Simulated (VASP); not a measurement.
# MnS (R-3m) in VASP: a series of runs

Runs on MnS. Level: PBE. Tasks: single point.

All numbers are computed with VASP 6.6.1; they aren't measurements. Logs are shortened: lines on timing, memory, paths and dates and some standing lists are left out, and cuts for length are marked.

## (1) The structure

It takes space group R-3m (No. 166, trigonal). The conventional cell has a = 3.660 Å, b = 3.660 Å, c = 8.913 Å, α = 90.00°, β = 90.00°, γ = 120.00°. Around Mn (site symmetry -3m) lie 6 S at 2.58 Å. S (site symmetry -3m) is surrounded by 6 Mn at 2.58 Å.

The cell is a database's computed one.

## (2) Single point, PBE, collinear spin, ferromagnetic start

INCAR

```
SYSTEM = MnS
ADDGRID = .False.
ALGO = Normal
EDIFF = 1E-6
ENCUT = 400
GGA = PE
ISIF = 2
ISMEAR = 0
ISPIN = 2
LASPH = .True.
LCHARG = .False.
LMAXMIX = 4
LORBIT = 11
LREAL = .False.
LWAVE = .False.
MAGMOM = 4 0
NELM = 100
PREC = Accurate
SIGMA = 0.05
```

KPOINTS

```
k-points
0
Gamma
  4 4 4
  0 0 0
```

POSCAR

```
MnS
1.0
    1.8299960138      1.0565486912      2.9709202777
   -1.8299960138      1.0565486912      2.9709202777
    0.0000000000     -2.1130973823      2.9709202777
Mn S
1 1
Direct
   -0.0003430000      0.0039840000     -0.0109630000
    0.4802460000      0.5015880000      0.5288910000
```

Potentials or basis: VASP PAW PBE potentials, release 64 (Mn_pv, S_h).

Launch:

```
> cat potpaw_PBE.64/Mn_pv/POTCAR potpaw_PBE.64/S_h/POTCAR > POTCAR
> mpirun -np 1 vasp_std > vasp.out
```

OUTCAR:

```text
SYSTEM = MnS
   EDIFF = 1E-6
   ENCUT = 400
   GGA = PE
   ISIF = 2
   ISMEAR = 0
   ISPIN = 2
   LASPH = .True.
   LORBIT = 11
   LREAL = .False.
   NELM = 100
   PREC = Accurate

 Found     36 irreducible k-points:

 Following reciprocal coordinates:
            Coordinates               Weight
  0.000000  0.000000  0.000000      1.000000
  0.250000  0.000000  0.000000      2.000000
  0.000000  0.250000  0.000000      2.000000
 -0.000000 -0.000000  0.250000      2.000000
  0.500000  0.000000  0.000000      1.000000
  0.000000  0.500000  0.000000      1.000000
   k-points           NKPTS =     36   k-points in BZ     NKDIM =     36   number of bands    NBANDS=     15
   number of dos      NEDOS =    301   number of ions     NIONS =      2
   total plane-waves  NPLWV =  13824
   dimension x,y,z NGX =    24 NGY =   24 NGZ =   24
   dimension x,y,z NGXF=    48 NGYF=   48 NGZF=   48
   ions per type =               1   1
   NGX,Y,Z   is equivalent  to a cutoff of  10.94, 10.94, 10.94 a.u.
   NGXF,Y,Z  is equivalent  to a cutoff of  21.89, 21.89, 21.89 a.u.
 SYSTEM =  MnS
   PREC   = accura    normal or accurate (medium, high low for compatibility)
   ISTART =      0    job   : 0-new  1-cont  2-samecut
   ICHARG =      2    charge: 1-file 2-atom 10-const
   ISPIN  =      2    spin polarized calculation?
   LNONCOLLINEAR =      F non collinear calculations
   LSORBIT =      F    spin-orbit coupling
   LASPH  =      T    aspherical Exc in radial PAW
   ENCUT  =  400.0 eV  29.40 Ry    5.42 a.u.   5.95  5.95  5.95*2*pi/ulx,y,z
   NELM   =    100;   NELMIN=  2; NELMDL= -5     # of ELM steps
   EDIFF  = 0.1E-05   stopping-criterion for ELM
   LREAL  =      F    real-space projection
   EDIFFG = 0.1E-04   stopping-criterion for IOM
   NSW    =      0    number of steps for IOM
   IBRION =     -1    ionic relax: 0-MD 1-quasi-New 2-CG
   NFREE  =      0    steps in history (QN), initial steepest desc. (CG)
   ISIF   =      2    stress and relaxation
   ISYM   =      2    0-nonsym 1-usesym 2-fastsym
   POTIM  = 0.5000    time-step for ionic-motion
   TEBEG  =    0.0;   TEEND  =   0.0 temperature during run
   PSTRESS=    0.0 pullay stress
   NELECT =      19.0000    total number of electrons
   NUPDOWN=      -1.0000    fix difference up-down
   EMIN   =  10.00;   EMAX   =-10.00  energy-range for DOS
   EFERMI =   0.00;   METHOD = LEGACY
   ISMEAR =     0;   SIGMA  =   0.05  broadening in eV -4-tet -1-fermi 0-gaus
   EFERMI_NEDOS =   21; number of points for ismear=-14 and -15
   IALGO  =     38    algorithm
   IMIX   =      4    mixing-type and parameters
     AMIX     =   0.40;   BMIX     =  1.00
     AMIX_MAG =   1.60;   BMIX_MAG =  1.00
  volume/ion in A,a.u.               =      17.23       116.29
  Fermi-wavevector in a.u.,A,eV,Ry     =   1.342349  2.536672 24.516344  1.801900
  Thomas-Fermi vector in A             =   2.470510
   LORBIT       =     11    0 simple, 1 ext, 2 COOP (PROOUT), +10 PAW based schemes
   GGA     = PE    functional components
   LHFCALC =     F    Hartree Fock is set to
   AEXX    =    0.0000 exact exchange contribution
   IVDW    =     0    specifies the selected vdW correction
   LEPSILON=     F    determine dielectric tensor
   LRPA    =     F    only Hartree local field effects (RPA)
 spin polarized calculation
[... 34 lines left out ...]
      7       3.9420      1.00000
      8       4.0016      1.00000
      9       4.0475      1.00000
     10       5.4310      1.00000
     11       5.4556      1.00000
     12       5.5140      1.00000
     13       9.1687      0.00000
     14      15.7800      0.00000
[... 77 lines left out ...]
      2     -43.2731      1.00000
      3     -43.2443      1.00000
      4      -6.1203      1.00000
      5       0.0521      1.00000
      6       2.3639      1.00000
      7       2.3958      1.00000
      8       4.5200      1.00000
      9       4.5624      1.00000
     10       4.9242      1.00000
     11       7.6824      0.00000
     12       7.7471      0.00000
     13      10.2321      0.00000
     14      12.7387      0.00000
     15      12.7853      0.00000

 [... further k-points ...]

 spin component 2

 k-point     1 :       0.0000    0.0000    0.0000
  band No.  band energies     occupation
      1     -38.9869      1.00000
      2     -38.9829      1.00000
      3     -38.9758      1.00000
      4      -7.2904      1.00000
      5       5.3424      1.00000
      6       5.3947      1.00000
      7       5.4165      1.00000
      8       7.4491      0.85788
      9       7.4712      0.67137
     10       7.5617      0.01725
     11       7.5966      0.00096
     12       7.6725      0.00000
     13      10.0936      0.00000
     14      16.6619      0.00000
[... 77 lines left out ...]
      2     -38.9850      1.00000
      3     -38.9836      1.00000
      4      -5.9765      1.00000
      5       0.6614      1.00000
      6       3.7398      1.00000
      7       3.7767      1.00000
      8       8.4274      0.00000
      9       8.4451      0.00000
     10       8.6222      0.00000
     11      10.0146      0.00000
     12      10.3728      0.00000
     13      10.9755      0.00000
     14      13.5373      0.00000
     15      13.5940      0.00000

 [... further k-points ...]

------------------------ aborting loop because EDIFF is reached ----------------------------------------

  FORCE on cell =-STRESS in cart. coord.  units (eV):
  Direction    XX          YY          ZZ          XY          YZ          ZX
  --------------------------------------------------------------------------------------
  -------------------------------------------------------------------------------------
  Total       -0.9712601     -1.1975908     -0.9797082      0.0264149      0.0275303     -0.0839464
  in kB      -45.1506710    -55.6720371    -45.5433979      1.2279411      1.2797914     -3.9023909
  external PRESSURE =     -48.7887020 kB  Pullay stress =       0.0000000 kB

 VOLUME and BASIS-vectors are now :
 -----------------------------------------------------------------------------
  energy-cutoff  :      400.00
  volume of cell :       34.47
      direct lattice vectors                 reciprocal lattice vectors
     1.829996014  1.056548691  2.970920278     0.273224639  0.157746319  0.112198680
    -1.829996014  1.056548691  2.970920278    -0.273224639  0.157746319  0.112198680
     0.000000000 -2.113097382  2.970920278     0.000000000 -0.315492638  0.112198680

 POSITION                                       TOTAL-FORCE (eV/Angst)
 -----------------------------------------------------------------------------------
      1.82208     -1.02954      5.92009        -0.118858     -0.329128      0.172094
     -0.03906     -0.08024      4.48824         0.118858      0.329128     -0.172094
 -----------------------------------------------------------------------------------
    total drift:                                0.001049      0.000566      0.000101

  FREE ENERGIE OF THE ION-ELECTRON SYSTEM (eV)
  ---------------------------------------------------
  free  energy   TOTEN  =       -14.0495660195 eV

  energy  without entropy=      -14.0455200571  energy(sigma->0) =      -14.04754304

 total charge

# of ion       s       p       d       tot
------------------------------------------
    1        0.217   6.169   4.964  11.350
    2        0.815   1.299   0.000   2.115
--------------------------------------------------
tot          1.032   7.469   4.964  13.465

 magnetization (x)

# of ion       s       p       d       tot
------------------------------------------
    1        0.048   0.038   3.950   4.036
    2        0.019   0.024   0.000   0.042
--------------------------------------------------
tot          0.066   0.061   3.950   4.078
```

stdout:

```text
POSCAR found type information on POSCAR MnS
 POSCAR found :  2 types and       2 ions
 scaLAPACK will be used
 LDA part: xc-table for (Slater+PW92), standard interpolation
 POSCAR, INCAR and KPOINTS ok, starting setup
 FFT: planning ... GRIDC
 FFT: planning ... GRID_SOFT
 FFT: planning ... GRID
 WAVECAR not read
 entering main loop
```

It took 16 s on 1 thread of Intel Xeon Platinum 8488C (Sapphire Rapids), shared host; peak memory 0.15 GiB.

These settings aren't checked as converged: the numbers below hold their error.

What came out:

```
Free energy                                           : -14.0496 eV
Largest force                                         : 0.390 eV/Å
Band gap on the k mesh                                : none (metal or under the smearing width)
Net moment                                            : 4.38 μB per cell
Site moments                                          : Mn +4.04; S +0.04 μB
Valence electrons inside the program's atomic spheres : Mn 11.35; S 2.12
```

Caveat: the k mesh is coarse (spacing up to 0.53 Å⁻¹), so the values aren't converged; the cutoff is under 1.25 times the usual one of these potentials, so pressure, stress and relaxed cells hold a basis-set (Pulay) error; a cell with one magnetic atom can't hold antiferromagnetic order, which such compounds often take; semilocal functionals often make such compounds metallic where correlation or magnetic order opens a gap, which also shifts bond lengths.

## (3) Single point, PBE, collinear spin, ferromagnetic start

Edit INCAR of step 2 so:

```diff
@@ -4,3 +4,3 @@
 EDIFF = 1E-6
-ENCUT = 400
+ENCUT = 800
 GGA = PE
```

KPOINTS

```
k-points
0
Gamma
  3 3 3
  0 0 0
```

POSCAR

```
MnS
1.0
    1.8299960138      1.0565486912      2.9709202777
   -1.8299960138      1.0565486912      2.9709202777
    0.0000000000     -2.1130973823      2.9709202777
Mn S
1 1
Direct
    0.0000000000      0.0000000000      0.0000000000
    0.5000000000      0.5000000000      0.5000000000
```

Potentials or basis: VASP PAW PBE potentials, release 64 (Mn_pv, S_h).

Launch:

```
> cat potpaw_PBE.64/Mn_pv/POTCAR potpaw_PBE.64/S_h/POTCAR > POTCAR
> mpirun -np 1 vasp_std > vasp.out
```

Wall time 22 s (1 thread of Intel Xeon Platinum 8488C (Sapphire Rapids), shared host); peak memory 0.23 GiB.

These settings aren't checked as converged: the numbers below hold their error.

What came out:

| Property | Result |
| --- | --- |
| Free energy | -13.9232 eV |
| Pressure | -1.7 GPa |
| Band gap on the k mesh | none (metal or under the smearing width) |
| Net moment | 4.56 μB per cell |
| Site moments | Mn +4.17; S +0.06 μB |
| Valence electrons inside the program's atomic spheres | Mn 11.33; S 2.11 |

Caveat: the k mesh is coarse (spacing up to 0.70 Å⁻¹), so the values aren't converged; a cell with one magnetic atom can't hold antiferromagnetic order, which such compounds often take; semilocal functionals often make such compounds metallic where correlation or magnetic order opens a gap, which also shifts bond lengths.

## (4) Single point, PBE, collinear spin, ferromagnetic start

INCAR is that of step 3.

KPOINTS is that of step 3.

POSCAR

```
MnS
1.0
    1.8299960138      1.0565486912      2.9709202777
   -1.8299960138      1.0565486912      2.9709202777
    0.0000000000     -2.1130973823      2.9709202777
Mn S
1 1
Direct
   -0.0003430000      0.0039840000     -0.0109630000
    0.4802460000      0.5015880000      0.5288910000
```

Launch:

```
> cat potpaw_PBE.64/Mn_pv/POTCAR potpaw_PBE.64/S_h/POTCAR > POTCAR
> mpirun -np 1 vasp_std > vasp.out
```

Wall time 36 s (1 thread of Intel Xeon Platinum 8488C (Sapphire Rapids), shared host); peak memory 0.24 GiB.

The run converged, but some of its settings lie outside the range that counts as converged, so its numbers aren't taken as properties of the crystal.

Results:

```
Free energy                                           : -13.9052 eV
Pressure                                              : -1.2 GPa
Largest force                                         : 0.290 eV/Å
Band gap on the k mesh                                : none (metal or under the smearing width)
Net moment                                            : 4.56 μB per cell
Site moments                                          : Mn +4.16; S +0.07 μB
Valence electrons inside the program's atomic spheres : Mn 11.34; S 2.11
```

Caveat: the k mesh is coarse (spacing up to 0.70 Å⁻¹), so the values aren't converged; a cell with one magnetic atom can't hold antiferromagnetic order, which such compounds often take; semilocal functionals often make such compounds metallic where correlation or magnetic order opens a gap, which also shifts bond lengths.

## (5) Single point, PBE, collinear spin, ferromagnetic start

Edit INCAR of step 4 so:

```diff
@@ -4,3 +4,3 @@
 EDIFF = 1E-6
-ENCUT = 800
+ENCUT = 900
 GGA = PE
```

KPOINTS is that of step 4.

POSCAR

```
MnS
1.0
    1.8299960138      1.0565486912      2.9709202777
   -1.8299960138      1.0565486912      2.9709202777
    0.0000000000     -2.1130973823      2.9709202777
Mn S
1 1
Direct
    0.0000000000      0.0000000000      0.0000000000
    0.5000000000      0.5000000000      0.5000000000
```

Launch:

```
> cat potpaw_PBE.64/Mn_pv/POTCAR potpaw_PBE.64/S_h/POTCAR > POTCAR
> mpirun -np 1 vasp_std > vasp.out
```

It took 22 s on 1 thread of Intel Xeon Platinum 8488C (Sapphire Rapids), shared host; peak memory 0.23 GiB.

The run converged, but some of its settings lie outside the range that counts as converged, so its numbers aren't taken as properties of the crystal.

What came out:

```yaml
Free_energy: -13.9231 eV
Pressure: -1.7 GPa
Band_gap_on_the_k_mesh: none (metal or under the smearing width)
Net_moment: 4.56 μB per cell
Site_moments: Mn +4.17; S +0.06 μB
Valence_electrons_inside_the_program's_atomic_spheres: Mn 11.33; S 2.11
```

Caveat: the k mesh is coarse (spacing up to 0.70 Å⁻¹), so the values aren't converged; a cell with one magnetic atom can't hold antiferromagnetic order, which such compounds often take; semilocal functionals often make such compounds metallic where correlation or magnetic order opens a gap, which also shifts bond lengths.
